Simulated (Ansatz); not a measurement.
# Boron, alpha-rhombohedral (B12): revPBE0 at the revPBE geometry

Aim: see what exact exchange does to the levels, and what it costs. Spin polarisation is left out. The geometry was relaxed under revPBE beforehand and is kept. Exact exchange is dear, so the k-mesh is coarse, and revPBE is run on the same mesh for comparison.

Program: Ansatz 0.2.0. Level of theory: DFT, plane waves (420 eV) with PBE-made PAW files, scalar-relativistic; functionals as named at each step. These are calculated values, not measurements.

## (1) The starting structure

It takes space group R-3m (No. 166, trigonal). The conventional cell has a = 4.921 Å, b = 4.921 Å, c = 12.605 Å, α = 90.00°, β = 90.00°, γ = 120.00°. B (site symmetry m) has 6 B at 1.68 to 1.81 Å as nearest neighbours. Around B (site symmetry m) lie 7 B at 1.78 to 2.02 Å.

Coordinates:

```xyz
12
Lattice="2.4607 1.4207 4.2018 -2.4607 1.4207 4.2018 0.0000 -2.8414 4.2018" Properties=species:S:1:pos:R:3 pbc="T T T"
B    -1.5842    0.9146    2.8337
B     0.0000   -1.8293    2.8337
B     1.5842    0.9146    2.8337
B     1.5842   -0.9146    9.7717
B    -1.5842   -0.9146    9.7717
B     0.0000    1.8293    9.7717
B    -1.0086    0.5823    4.5069
B     0.0000   -1.1647    4.5069
B     1.0086    0.5823    4.5069
B     1.0086   -0.5823    8.0985
B    -1.0086   -0.5823    8.0985
B     0.0000    1.1647    8.0985
```

## (2) revPBE on the coarse mesh

The run with revPBE.

Contents of input.yaml:

```yaml
crystal:
  lattice:
    - [2.4606838289, 1.420676471, 4.2018095729]
    - [-2.4606838289, 1.420676471, 4.2018095729]
    - [0.0, -2.841352942, 4.2018095729]
  atoms:
    - { symbol: B, position: [0.0102027722, 0.6540006453, 0.0102027722] }
    - { symbol: B, position: [0.0102027722, 0.0102027722, 0.6540006453] }
    - { symbol: B, position: [0.6540006453, 0.0102027722, 0.0102027722] }
    - { symbol: B, position: [0.9897972278, 0.3459993547, 0.9897972278] }
    - { symbol: B, position: [0.3459993547, 0.9897972278, 0.9897972278] }
    - { symbol: B, position: [0.9897972278, 0.9897972278, 0.3459993547] }
    - { symbol: B, position: [0.2209036923, 0.6308008391, 0.2209036923] }
    - { symbol: B, position: [0.2209036923, 0.2209036923, 0.6308008391] }
    - { symbol: B, position: [0.6308008391, 0.2209036923, 0.2209036923] }
    - { symbol: B, position: [0.7790963077, 0.3691991609, 0.7790963077] }
    - { symbol: B, position: [0.3691991609, 0.7790963077, 0.7790963077] }
    - { symbol: B, position: [0.7790963077, 0.7790963077, 0.3691991609] }
hamiltonian:
  xc: revpbe
  pseudopotentials:
    kind: paw
    azcp:
      B: "pseudopotentials/B.paw.azcp"
basis:
  ecutwfc: 420
  fft_grid_basis: typed
kpoints:
  mp_grid: { grid: [3, 3, 3], shift: [0, 0, 0] }
magnetization:
  spin_polarized: false
scf:
  occupations: { method: fermi_dirac, width: 0.1 }
```

Log:

```text
Warning: RAYON_NUM_THREADS=8 ignored (pool sized by the plan → 8); use --threads N
Engine: ansatz 0.2.0, aarch64-unknown-linux-gnu
Pseudopotentials: kind: paw
Pseudopotential: B, paw, valence charge 3, recommended cutoff 420 eV (normal), <dir>
Functional definition: revPBE
  parameter kappa = 1.245
  parameter beta = 0.06672455060314922
  exchange = pbe_x(kappa = kappa, mu = beta*pi^2/3)
  correlation = pbe_c(beta = beta)
Crystal: 12 atoms, lattice volume = 88.133 Å³
Basis set: ecut = 420 eV, 1731 PW (Γ)
Bands: 30, of which v1, the nominal top of the filled ones, is band 18 counted from 1 (17 counted from 0)
Symmetry: 12 space group operations
Space group: R-3m (ITA 166), of the structure as read, at distance tolerance 4.5e-5 Å
k-points: 6 of 27
Non-local potential: B, projectors of the file, l = 0: 2, l = 1: 2, l = 2: 1
PAW form: soft (Blöchl's): semilocal exchange-correlation on the pseudo side does not see the compensation charge
PAW frozen core: B, regenerated for the run's functional, and the local potential with it (the file was generated under x = pbe(κ = 0.804, μ = 0.2195149727645171), c = pbe(β = 0.06672455060314922))
PAW one-centre angular grid: B, 110 points (default); XC on 64 Gauss nodes
Initial density: superposition of atomic densities (neutral atoms: chi_scale 0, normalization atom), corrected by the library's trained network
Initial wavefunctions: pseudopotential atomic-orbital guess
Functional: x = revpbe(κ = 1.245, μ = 0.2195149727645171), c = pbe(β = 0.06672455060314922)
SCF iter   1: F=—  HF=-1880.603569 eV  |F-HF|=—  |Δ(HF+E_count)|=         —  Δρ=6.75e-3  dr2=3.39e-2  ethr=1.77e-3  ⟨swp⟩=6.7  Hψ=899  notcnv=0  defer=4
preconditioner: auto → none  [insulator: Δε(μ)=1.699 eV  Ē_g=12.318 eV  σ=0.100 eV  W_gap=1.00  n_scr=14 (ndim 8)  ℏωp=23.7 eV  f_vac=0.000  D(μ)=0.00/eV (n_scr^D=0)  ε∞_Penn≈4.7]
SCF iter   2: F=—  HF=-1880.597475 eV  |F-HF|=—  |Δ(HF+E_count)|=   6.09e-3  Δρ=2.97e-3  dr2=4.60e-3  ethr=9.41e-5  ⟨swp⟩=2.2  Hψ=320  notcnv=0  defer=10
SCF iter   3: F=—  HF=-1880.598166 eV  |F-HF|=—  |Δ(HF+E_count)|=   6.91e-4  Δρ=5.71e-4  dr2=3.74e-4  ethr=1.28e-5  ⟨swp⟩=2.8  Hψ=306  notcnv=0  defer=2
automatic band count: iteration 3 solves 28 bands in place of 30: the levels show a gap, and the empty bands left out lie too high to hold charge; the band table lists the bands solved (type scf.n_extra_bands for more)
SCF iter   4: F=—  HF=-1880.598189 eV  |F-HF|=—  |Δ(HF+E_count)|=   2.35e-5  Δρ=2.75e-4  dr2=9.48e-5  ethr=1.04e-6  ⟨swp⟩=2.0  Hψ=248  notcnv=0  defer=2
SCF iter   5: F=—  HF=-1880.598189 eV  |F-HF|=—  |Δ(HF+E_count)|=   3.91e-7  Δρ=8.72e-5  dr2=5.93e-6  ethr=2.63e-7  ⟨swp⟩=2.3  Hψ=228  notcnv=0  defer=2
SCF iter   6: F=—  HF=-1880.598191 eV  |F-HF|=—  |Δ(HF+E_count)|=   2.56e-6  Δρ=1.80e-5  dr2=3.07e-7  ethr=1.65e-8  ⟨swp⟩=2.0  Hψ=243  notcnv=0  defer=2
SCF iter   7: F=-1880.598192 eV  HF=-1880.598192 eV  |F-HF|=1.41e-8  |Δ(HF+E_count)|=   2.69e-7  Δρ=3.44e-6  dr2=1.04e-8  ethr=2.78e-10  ⟨swp⟩=3.0  Hψ=350  notcnv=0
SCF 1 converged in 7 iterations: F = -1880.598192 eV  dr2 = 1.04e-8
SCF converged after 7 iterations
Free energy (F): -1880.598192 eV
Harris-Foulkes:  -1880.598192 eV  (|F-HF|=1.41e-8)
Internal energy: -1880.598051 eV  (E = F + TS)
E sigma→0 (E₀):  -1880.598121 eV
Entropy (-TS):   -0.000141 eV (-0.012 meV/atom)
Fermi energy:    9.674231 eV
--- Per-component energies (eV) ---
  E_band       = 91.282783
  E_kinetic    = 592.844834
  E_local      = -367.426041  (includes V_loc(G=0)·N_el)
  E_nonlocal   = 132.348673
  E_hartree    = 111.788484
  E_xc         = -388.190764
  E_vxc        = -460.824750  (∫ρ·V_xc dr)
  E_paw        = -952.206519  (= ΣΔE_a)
  E_vpaw       = -29.237037  (= ΣTr[D̂ρ^β])
  E_aug_tail   = -0.000031  (compensation charges beyond the density's cutoff)
  E_ewald      = -1009.649823
  E_core_change = -0.106864  (= ΣΔE_core)
  E_smearing   = -0.000141  (= −TS)
  E_closure    = -0.000000  (closes the sum)
  Σ components = -1880.598192   (vs F -1880.598192, Δ=0.00e0)
```

It took 0.5 s on 8 threads of an Arm CPU, shared host; peak memory 0.4 GiB.

## (3) revPBE0 on the coarse mesh

The run with revPBE0.

input.yaml: that of step 2 with these lines changed.

```diff
@@ -19,3 +19,3 @@
 hamiltonian:
-  xc: revpbe
+  xc: revpbe0
   pseudopotentials:
```

Log:

```text
Warning: RAYON_NUM_THREADS=8 ignored (pool sized by the plan → 8); use --threads N
Engine: ansatz 0.2.0, aarch64-unknown-linux-gnu
Pseudopotentials: kind: paw
Pseudopotential: B, paw, valence charge 3, recommended cutoff 420 eV (normal), <dir>
Functional definition: revPBE0
  parameter a = 0.25
  parameter kappa = 1.245
  parameter beta = 0.06672455060314922
  exchange = (1 - a)*pbe_x(kappa = kappa, mu = beta*pi^2/3) + a*exact_x
  correlation = pbe_c(beta = beta)
Crystal: 12 atoms, lattice volume = 88.133 Å³
Basis set: ecut = 420 eV, 1731 PW (Γ)
Bands: 30, of which v1, the nominal top of the filled ones, is band 18 counted from 1 (17 counted from 0)
Symmetry: 12 space group operations
Space group: R-3m (ITA 166), of the structure as read, at distance tolerance 4.5e-5 Å
k-points: 6 of 27
Non-local potential: B, projectors of the file, l = 0: 2, l = 1: 2, l = 2: 1
PAW form: soft (Blöchl's): semilocal exchange-correlation on the pseudo side does not see the compensation charge
PAW frozen core: B, regenerated for the run's functional, and the local potential with it (the file was generated under x = pbe(κ = 0.804, μ = 0.2195149727645171), c = pbe(β = 0.06672455060314922))
PAW one-centre angular grid: B, 110 points (default); XC on 64 Gauss nodes
Initial density: superposition of atomic densities (neutral atoms: chi_scale 0, normalization atom), corrected by the library's trained network
Initial wavefunctions: pseudopotential atomic-orbital guess
Functional: x = revpbe(κ = 1.245, μ = 0.2195149727645171), c = pbe(β = 0.06672455060314922), warm-up for x = 0.75 revpbe(κ = 1.245, μ = 0.2195149727645171) + 0.25 exact, c = pbe(β = 0.06672455060314922)
SCF iter   1: F=—  HF=-1880.583309 eV  |F-HF|=—  |Δ(HF+E_count)|=         —  Δρ=6.82e-3  dr2=3.56e-2  ethr=1.77e-3  ⟨swp⟩=8.2  Hψ=902  notcnv=0
preconditioner: auto → none  [insulator: Δε(μ)=1.697 eV  Ē_g=12.321 eV  σ=0.100 eV  W_gap=1.00  n_scr=14 (ndim 8)  ℏωp=23.7 eV  f_vac=0.000  D(μ)=0.00/eV (n_scr^D=0)]
SCF iter   2: F=—  HF=-1880.576239 eV  |F-HF|=—  |Δ(HF+E_count)|=   7.07e-3  Δρ=3.00e-3  dr2=4.58e-3  ethr=9.90e-5  ⟨swp⟩=3.3  Hψ=321  notcnv=0
iter 3 solved again at ethr=1.17e-6 eV; its pass at ethr=1.27e-5 eV (dr2=4.22e-4 eV) is discarded
SCF iter   3: F=—  HF=-1880.576941 eV  |F-HF|=—  |Δ(HF+E_count)|=   7.02e-4  Δρ=6.47e-4  dr2=4.15e-4  ethr=1.17e-6  ⟨swp⟩=2.0  Hψ=637  notcnv=0
SCF iter   4: F=-1880.576973 eV  HF=-1880.576968 eV  |F-HF|=4.61e-6  |Δ(HF+E_count)|=   2.71e-5  Δρ=2.45e-4  dr2=3.94e-5  ethr=1.15e-6  ⟨swp⟩=3.0  Hψ=348  notcnv=0
SCF 1 stopped early in 4 iterations: F = -1880.576973 eV  dr2 = 3.94e-5
Initial density: handed on by an earlier stage of this run
Initial wavefunctions: those handed on with the density
Functional: x = 0.75 revpbe(κ = 1.245, μ = 0.2195149727645171) + 0.25 exact, c = pbe(β = 0.06672455060314922)
Frozen-core exchange: fock
SCF iter   1: F=—  HF=-1880.133682 eV  |F-HF|=—  |Δ(HF+E_count)|=         —  Δρ=4.68e-3  dr2=1.46e-2  ethr=1.09e-6  ⟨swp⟩=9.8  Hψ=1001  notcnv=0
preconditioner: auto → none  [insulator: Δε(μ)=2.791 eV  Ē_g=14.856 eV  σ=0.100 eV  W_gap=1.00  n_scr=14 (ndim 8)  ℏωp=23.7 eV  f_vac=0.000  D(μ)=0.00/eV (n_scr^D=0)]
SCF iter   2: F=—  HF=-1880.127862 eV  |F-HF|=—  |Δ(HF+E_count)|=   5.82e-3  Δρ=1.84e-3  dr2=3.05e-3  ethr=1.09e-6  ⟨swp⟩=4.0  Hψ=450  notcnv=0
SCF iter   3: F=—  HF=-1880.138800 eV  |F-HF|=—  |Δ(HF+E_count)|=   1.09e-2  Δρ=1.03e-3  dr2=7.05e-4  ethr=1.09e-6  ⟨swp⟩=4.0  Hψ=417  notcnv=0
SCF iter   4: F=—  HF=-1880.138548 eV  |F-HF|=—  |Δ(HF+E_count)|=   2.52e-4  Δρ=1.93e-4  dr2=6.40e-5  ethr=1.09e-6  ⟨swp⟩=3.0  Hψ=331  notcnv=0
SCF iter   5: F=—  HF=-1880.138822 eV  |F-HF|=—  |Δ(HF+E_count)|=   2.74e-4  Δρ=1.17e-4  dr2=1.39e-5  ethr=4.60e-8  ⟨swp⟩=4.3  Hψ=514  notcnv=0
SCF iter   6: F=-1880.138816 eV  HF=-1880.138818 eV  |F-HF|=1.45e-6  |Δ(HF+E_count)|=   3.91e-6  Δρ=2.82e-5  dr2=4.19e-6  ethr=3.15e-8  ⟨swp⟩=3.0  Hψ=352  notcnv=0
SCF 2 stopped early in 6 iterations: F = -1880.138816 eV  dr2 = 4.19e-6
hybrid outer 1: dexx = +1.332e-2 eV, tail = 1.60e-5 eV
Frozen-core exchange: fock
SCF iter   1: F=—  HF=-1880.138744 eV  |F-HF|=—  |Δ(HF+E_count)|=         —  Δρ=1.62e-5  dr2=2.55e-7  ethr=2.22e-7  ⟨swp⟩=6.5  Hψ=524  notcnv=0
preconditioner: auto → none  [insulator: Δε(μ)=2.846 eV  Ē_g=14.859 eV  σ=0.100 eV  W_gap=1.00  n_scr=14 (ndim 8)  ℏωp=23.7 eV  f_vac=0.000  D(μ)=0.00/eV (n_scr^D=0)]
iter 2 solved again at ethr=3.07e-11 eV; its pass at ethr=6.23e-10 eV (dr2=1.10e-8 eV) is discarded
SCF iter   2: F=-1880.138744 eV  HF=-1880.138744 eV  |F-HF|=3.19e-9  |Δ(HF+E_count)|=   2.04e-8  Δρ=5.88e-6  dr2=4.70e-8  ethr=3.07e-11  ⟨swp⟩=2.5  Hψ=720  notcnv=0  defer=2
SCF 3 converged in 2 iterations: F = -1880.138744 eV  dr2 = 4.70e-8
hybrid outer 2: dexx = +2.430e-7 eV, tail = 9.87e-8 eV, Δε = 1.19e-3 eV (about 1.11e-4 eV left of the loop's levels)
hybrid SCF converged: 2 outer / 8 inner (+4 warm-up), last move |dexx| = 2.43e-7 eV, tail = 9.87e-8 eV
Stability not checked: this state was not tested for a lower state beside it, because the functional holds exact exchange (a hybrid, or Hartree-Fock), whose exchange loop this test does not read (fock_operator; see scf.lower_state_search)
Free energy (F): -1880.138744 eV
Frozen-core exchange: fock
Harris-Foulkes:  -1880.138744 eV  (|F-HF|=3.19e-9)
Internal energy: -1880.138744 eV  (E = F + TS)
E sigma→0 (E₀):  -1880.138744 eV
Entropy (-TS):   -0.000000 eV (-0.000 meV/atom)
Fermi energy:    9.628897 eV
--- Per-component energies (eV) ---
  E_band       = 35.868732
  E_kinetic    = 591.522409
  E_local      = -362.857838  (includes V_loc(G=0)·N_el)
  E_nonlocal   = 129.189684
  E_hartree    = 111.398877
  E_xc         = -302.818896
  E_vxc        = -359.306400  (∫ρ·V_xc dr)
  E_exx        = -78.738481  (= α·E_x^exact, valence–valence)
  E_paw        = -957.950273  (= ΣΔE_a)
  E_vpaw       = -28.000165  (= ΣTr[D̂ρ^β])
  E_aug_tail   = -0.000030  (compensation charges beyond the density's cutoff)
  E_ewald      = -1009.649823
  E_core_change = -0.234374  (= ΣΔE_core)
  E_smearing   = -0.000000  (= −TS)
  E_closure    = -0.000000  (closes the sum)
  Σ components = -1880.138744   (vs F -1880.138744, Δ=0.00e0)
--- Band table (eV; the first three rows and the last of 6) ---
  k-point 0: bands = ["-9.7136", "-3.4649", "-3.1694", "-3.1694", "-1.8527", "-1.1901", "-1.1901", "-0.9374", "0.9476", "0.9476", "1.0556", "2.1366", "3.4333", "3.4333", "6.7726", "7.1058", "7.1058", "7.9183", "11.0543"]
  k-point 1: bands = ["-9.0816", "-5.8616", "-3.7577", "-3.7248", "-2.1599", "-1.1065", "-0.1821", "0.7795", "0.9283", "1.4603", "2.3006", "4.0120", "4.3518", "4.7559", "5.3049", "5.7011", "5.9641", "7.3647", "11.7270"]
  k-point 2: bands = ["-8.9222", "-5.6211", "-4.3842", "-4.2093", "-2.7008", "-1.5381", "0.9208", "1.1278", "1.7034", "1.7150", "3.7023", "4.1847", "4.4168", "4.8152", "5.1294", "5.3077", "5.5436", "6.0992", "11.8400"]
  k-point 5: bands = ["-8.6441", "-5.9211", "-5.3109", "-4.0714", "-2.5078", "0.1453", "0.5532", "0.7046", "1.0093", "1.6138", "3.7849", "4.1191", "4.8149", "5.0542", "5.1611", "5.4554", "6.2722", "6.6390", "11.2206"]
  guard bands above this table: 11 of the run's 30 bands. The solve was not asked for them (output.publish_guard_bands: true or output.eigenvalues: true publishes all)
```

Run time: 3.4 s. Hardware: 8 threads of an Arm CPU, shared host; peak memory 0.74 GiB.

## (4) Side by side

```
functional  gap on the mesh  Fermi energy (eV)  SCF cycles  exchange loops  CPU time
    revPBE          1.64 eV              9.674           7               -       2 s
   revPBE0          2.85 eV              9.629          12               2      18 s
```

## (5) Outcome

```
                             quantity    value
                          revPBE: gap  1.64 eV
                         revPBE0: gap  2.85 eV
  revPBE0: SCF cycles, exchange loops    12, 2
revPBE0: CPU time over that of revPBE      9.1
```

**Reading.** The gap goes from 1.64 eV under revPBE to 2.85 eV under revPBE0. The hybrid took 9.1 times as much CPU time as revPBE on the same settings. revPBE0 needed 2 outer loops of the exchange operator. A gap read on the mesh alone is an upper bound to the gap of this level of theory. The total energies in the logs cannot be compared from one functional to another.
